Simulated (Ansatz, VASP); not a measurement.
# CoO in VASP and in Ansatz

```xyz
2
Lattice="-1.4979 1.4979 2.0931 1.4979 -1.4979 2.0931 1.4979 1.4979 -2.0931" Properties=species:S:1:pos:R:3 pbc="T T T"
Co    0.0000    0.0000    0.0000
O     0.0000    0.0000    2.0931
```

Change from the starting cell: volume scaled by 0.98.

Alike in both runs: task single point; functional PBE; k mesh 12 × 12 × 12; occupations fermi-dirac, width 0.05 eV; collinear spin, ferromagnetic start.

|  | VASP | Ansatz |
| --- | --- | --- |
| version | VASP 6.6.1 | Ansatz 0.2.0 |
| potentials or method | VASP PAW PBE potentials, release 64 (Co, O) | Ansatz PAW |
| plane-wave cutoff (eV) | 520 | 420 |
| valence electrons in the cell | 15 | 23 |

```tsv
	VASP	Ansatz	Ansatz less VASP
gap on the k mesh at the Fermi level (eV)	none	none	-
pressure (GPa)	2.8	3.5	+0.72
largest component of the traceless stress (GPa)	0.19	0.19	+0.005
net moment per atom (μB)	1.41	1.43	+0.023
size of the moment on the site where the two differ most (μB)	2.50	2.43	-0.061
```

Site moments also hang on the region over which each program counts them. A gap of «none» marks a metal or a gap that the smearing closes. The two sets of potentials don't hold the same shells in valence.

Caveats: a cell with one magnetic atom can't hold antiferromagnetic order, which such compounds often take; semilocal functionals often make such compounds metallic where correlation or magnetic order opens a gap, which also shifts bond lengths; the pressure holds a Pulay correction of +0.8 GPa for the finite cutoff (Ansatz).
